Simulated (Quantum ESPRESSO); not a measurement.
Write the native input for Quantum ESPRESSO 7.5 that does the following.

| Property | Result |
| --- | --- |
| Task | single point |
| Functional | PBE |
| Potentials or basis | SSSP 1.3 efficiency PBE |
| Cutoff | 748 eV |
| Density cutoff | 5987 eV |
| k mesh | 8 × 8 × 5 |
| Occupations | fermi-dirac, width 0.05 eV |
| Spin | no spin polarisation |
| Mixing beta | 0.5 |
| Most SCF iterations | 120 |
| SCF threshold | 1e-09 Ry |

Crystal: La2O3.

```xyz
5
Lattice="3.9308 0.0000 0.0000 -1.9654 3.4042 0.0000 0.0000 0.0000 6.1120" Properties=species:S:1:pos:R:3 pbc="T T T"
La    0.0000    2.2694    1.5050
La    1.9654    1.1347    4.6070
O     0.0000    0.0000    0.0000
O     0.0000    2.2694    3.9477
O     1.9654    1.1347    2.1643
```

The cell is a database's computed one.

The input as run:

pw.in

```
&CONTROL
  calculation = 'scf'
  prefix = 'pwscf'
  outdir = './tmp'
  pseudo_dir = './pseudo'
  tprnfor = .true.
  tstress = .true.
  disk_io = 'low'
/
&SYSTEM
  ibrav = 0
  celldm(1) = 8
  nat = 5
  ntyp = 2
  ecutwfc = 55
  ecutrho = 440
  nbnd = 28
  occupations = 'smearing'
  smearing = 'fd'
  degauss = 0.00367493
/
&ELECTRONS
  conv_thr = 1d-09
  electron_maxstep = 120
  mixing_beta = 0.5
/
ATOMIC_SPECIES
La   138.9055 La.paw.z_11.atompaw.wentzcovitch.v1.2.upf
O     15.9990 O.pbe-n-kjpaw_psl.0.1.UPF
CELL_PARAMETERS alat
  0.9285117057697   0.0000000000000   0.0000000000000
 -0.4642558528849   0.8041147249121   0.0000000000000
  0.0000000000000   0.0000000000000   1.4437397799053
ATOMIC_POSITIONS crystal
La     0.3333333333    0.6666666667    0.2462356800
La     0.6666666667    0.3333333333    0.7537643200
O      0.0000000000    0.0000000000    0.0000000000
O      0.3333333333    0.6666666667    0.6458906500
O      0.6666666667    0.3333333333    0.3541093500
K_POINTS automatic
8 8 5 0 0 0
```

pp_density.in

```
&INPUTPP
  prefix = 'pwscf'
  outdir = './tmp'
  filplot = 'density.dat'
  plot_num = 0
/
&PLOT
  nfile = 1
  filepp(1) = 'density.dat'
  iflag = 3
  output_format = 6
  fileout = 'density.cube'
/
```

pp_potential.in

```
&INPUTPP
  prefix = 'pwscf'
  outdir = './tmp'
  filplot = 'potential.dat'
  plot_num = 11
/
&PLOT
  nfile = 1
  filepp(1) = 'potential.dat'
  iflag = 3
  output_format = 6
  fileout = 'potential.cube'
/
```

Potentials or basis: SSSP 1.3 efficiency PBE.

The run is started by

```sh
$ OMP_NUM_THREADS=1 mpirun -n 2 pw.x -nk 2 -in pw.in > pw.out
$ OMP_NUM_THREADS=1 mpirun -n 1 pp.x -in pp_density.in > pp_density.out
$ OMP_NUM_THREADS=1 mpirun -n 1 pp.x -in pp_potential.in > pp_potential.out
```

It gave:

```json
{
  "Pressure": "2.4 GPa",
  "Largest force": "0.053 eV/Å",
  "Band gap on the k mesh": "3.89 eV, indirect (least direct gap 4.06 eV)"
}
```

Caveat: spin-orbit coupling is left out, which moves the levels of the heavy elements; an odd mesh through Γ misses points on the zone boundary, where band edges often lie.

Wall time 3.7 min on 2 MPI ranks on Arm Neoverse V2, on a shared host, peak memory 1.1 GiB a rank.
